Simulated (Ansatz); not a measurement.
# PtSe2: computed properties

Method: Ansatz, DFT PBE, scalar-relativistic, plane waves, PAW.

Plane waves to 420 eV, a k mesh through Γ of 12×12×4 on the computed 3-atom cell and Gaussian smearing (0.02 eV); no spin polarisation.

The structure is relaxed at this level of theory with its symmetry kept.

```xyz
3
Lattice="3.7517 0.0000 0.0000 -1.8758 3.2490 0.0000 0.0000 0.0000 6.5269" Properties=species:S:1:pos:R:3 pbc="T T T"
Pt    0.0000    0.0000    0.0000
Se    0.0000    2.1660    1.3066
Se    1.8758    1.0830    5.2203
```

| Item | Value |
| --- | --- |
| Space group | P-3m1 (No. 164) |
| Volume per atom | 26.52 Å³ |
| Formation energy from the elements' standard states (uncorrected) | -0.398 eV/atom |
| Kohn–Sham band gap | 0.83 eV, indirect from (-0.109, 0.219, 0.000) to (0.000, 0.251, 0.316) |
| Löwdin character of the top 1 eV of the valence band | Se 4p 78 %, Pt 5d 20 % |
| Löwdin character of the lowest 1 eV of the conduction band | Se 4p 63 %, Pt 5d 31 % |
| Electron masses at the edge by Cartesian direction of the standard setting (m_e; degenerate bands sorted by energy; no spin-orbit coupling) | x: 0.38; y: 0.19; z: 0.48 |
| Hole masses at the edge by Cartesian direction of the standard setting (m_e; degenerate bands sorted by energy; no spin-orbit coupling) | x: 0.86; y: 0.89; z: 1.1 |
| Bader charges (e) | Pt (1 in the cell) 0.12, Se (2 in the cell) -0.06 |

Spin-orbit coupling is left out, which matters for the bands of heavy elements. Each cell of PtSe2 holds layers, and where no dispersion correction was added their binding is poorly described.